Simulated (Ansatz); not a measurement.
# MnO2: the cost of one run

Method: DFT PBE+U (U_eff = 2 eV on Mn d), plane waves, PAW, in Ansatz 0.2.0.

## Step 1: The structure to begin with

Symmetry: P-3m1, No. 164, trigonal system. Conventional cell: a = 2.751 Å, b = 2.751 Å, c = 4.439 Å, α = 90.00°, β = 90.00°, γ = 120.00°. Mn (site symmetry -3m) is surrounded by 6 O at 1.94 Å. O (site symmetry 3m) is surrounded by 3 Mn at 1.94 Å.

Coordinates:

```
CELL_PARAMETERS angstrom
2.75137 0.00000 0.00000
-1.37568 2.38275 0.00000
0.00000 0.00000 4.43853
ATOMIC_POSITIONS crystal
Mn 0.00000 0.00000 0.00000
O 0.33333 0.66667 0.25200
O 0.66667 0.33333 0.74800
```

Magnetic order typed: ferromagnetic.

An earlier series on this cell reached its lowest free state from «from atoms, symmetry kept, no search», perhaps among other starts.

## Step 2: Random orbitals: single harmonics, second filling

input.yaml

```yaml
crystal:
  lattice:
    - [2.7513669, 0.0, 0.0]
    - [-1.37568345, 2.38275363, 0.0]
    - [0.0, 0.0, 4.43852585]
  atoms:
    - { symbol: Mn, position: [0.0, 0.0, 0.0], spin: 1.0 }
    - { symbol: O, position: [0.3333333333, 0.6666666667, 0.252] }
    - { symbol: O, position: [0.6666666667, 0.3333333333, 0.748] }
basis:
  ecutwfc: 420
  ecutrho_ratio: 4
kpoints:
  mp_grid: { grid: [8, 8, 4] }
hamiltonian:
  xc: pbe
  hubbard:
    sites:
      - { site: 0, l: d, u_eff: 2.0, starting_ns: [{ spin: up, occupation_matrix: s0up }, { spin: down, occupation_matrix: s0down }] }
    occupation_matrices:
      s0up:
        matrix:
          - [0.02, 0.0, 0.0, 0.0, 0.0]
          - [0.0, 0.02, 0.0, 0.0, 0.0]
          - [0.0, 0.0, 0.02, 0.0, 0.0]
          - [0.0, 0.0, 0.0, 0.97, 0.0]
          - [0.0, 0.0, 0.0, 0.0, 0.97]
      s0down:
        matrix:
          - [0.02, 0.0, 0.0, 0.0, 0.0]
          - [0.0, 0.02, 0.0, 0.0, 0.0]
          - [0.0, 0.0, 0.02, 0.0, 0.0]
          - [0.0, 0.0, 0.0, 0.02, 0.0]
          - [0.0, 0.0, 0.0, 0.0, 0.97]
    ns_hold: until_converged
scf:
  occupations: { method: gaussian, width: 0.05 }
  lower_state_search: "off"
  max_iter: 150
output:
  forces: true
  stress: true
  eigenvalues: true
  populations: true
  hubbard: { sites: [{ site: 0, l: d }] }
magnetization:
  spin_polarized: true
```

The typed matrices put 0.97 on the chosen orbitals and 0.02 on the others, and are held until the SCF converges, then released.

The run is started by

```sh
$ ansatz run input.yaml --threads 2 --pin off --max-ram 3072MiB --backend cpu --events-out ev --progress --plain --runs-dir out
```

**Question.** How long does this run take on 2 threads of Intel Xeon Platinum 8488C (Sapphire Rapids), shared host, and how much memory does it need?

About 5.2 s, with a peak of 0.43 GiB.
